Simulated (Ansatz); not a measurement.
Rows from a G0W0 calculation on K4IBr3 (ordered model alloy, started on the KBr lattice) (Cmmm) (Ansatz 0.2.0; G0W0 on LDA, plane waves, PAW; PAW set soft_1; 2×2×2 mesh, 973 empty bands, screening to 85 eV, PAW set soft_1 files), in eV. Spin-orbit coupling is left out.

```csv
row,Σx,Σc,Vxc,Z
A,-3.52,-3.23,-7.92,0.85
B,-4.80,-3.24,-9.12,0.85
C,-18.36,1.89,-15.18,0.80
D,-3.54,-3.23,-7.95,0.85
E,-18.37,1.90,-15.19,0.80
F,-17.74,1.71,-14.79,0.81
```

Question: Which rows are filled states and which are empty ones, and how can one tell?

Filled: C, E and F. Empty: A, B and D. The sign of Σc tells: for a filled state bare exchange, which holds its interaction with itself, lies below Vxc (Σx − Vxc is -3.0 eV or lower here) and screening gives part back as a positive Σc. For an empty state Σx lies above Vxc (+4.3 eV or more) and the Coulomb hole leaves Σc negative.

[Paths, hosts, dates, memory and timing lines, banners, echoed tables and standing remarks are left out of the program output.]

[Logs are printed without paths, hosts, clocks, repeated set-up lines and the standing remarks that a program may print on its own settings, such as how far it seeks lower states.]

[Runs of the session that timed out or met a known fault of the program may be left out.]

[Cells called generated may have been cut or substituted from an entry of the Crystallography Open Database or the Materials Project.]

[Hosts, paths, dates, database ids (printed as entryN), source tags and the programs' standing remarks are cut or masked in the printed files.]
